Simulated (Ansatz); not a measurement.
The system is Tc.

```
Tc
1.0
     2.74000    0.00000    0.00000
    -1.37000    2.37291    0.00000
     0.00000    0.00000    4.39800
Tc
2
Direct
  0.66667 0.33333 0.75000
  0.33333 0.66667 0.25000
```

- Program: Ansatz 0.2.0
- Task: single point
- Functional: PBE
- Potentials or basis: all-electron LAPW, scalar-relativistic
- Cutoff: 261 eV (chosen from the basis error)
- Basis error allowed: 0.001 eV/atom
- k mesh: 11 × 11 × 6
- Occupations: fermi-dirac, width 0.05 eV
- Spin: no spin polarisation

On this cell: pressure 2.9 GPa; largest force under 0.003 eV/Å; band gap on the k mesh none (metal or under the smearing width).

The same run follows on a disturbed copy (atoms moved at random, drawn with an rms of 0.05 Å):

```
CELL_PARAMETERS angstrom
2.74000 0.00000 0.00000
-1.37000 2.37291 0.00000
0.00000 0.00000 4.39800
ATOMIC_POSITIONS crystal
Tc 0.64995 0.33009 0.74506
Tc 0.34119 0.66573 0.26152
```

Problem. What changes?

Solution. The energy (extrapolated to zero smearing) moves by +4.9 meV/atom; pressure 3.7 GPa; largest force 0.257 eV/Å; band gap on the k mesh none (metal or under the smearing width).

Forces in eV/Å, atoms in the order of the input:
```
Tc   0.188  0.011  0.175
Tc  -0.188 -0.011 -0.175
```

Stress tensor (GPa, compression positive):
```
 3.43 -1.17  1.05
-1.17  3.93  0.09
 1.05  0.09  3.65
```
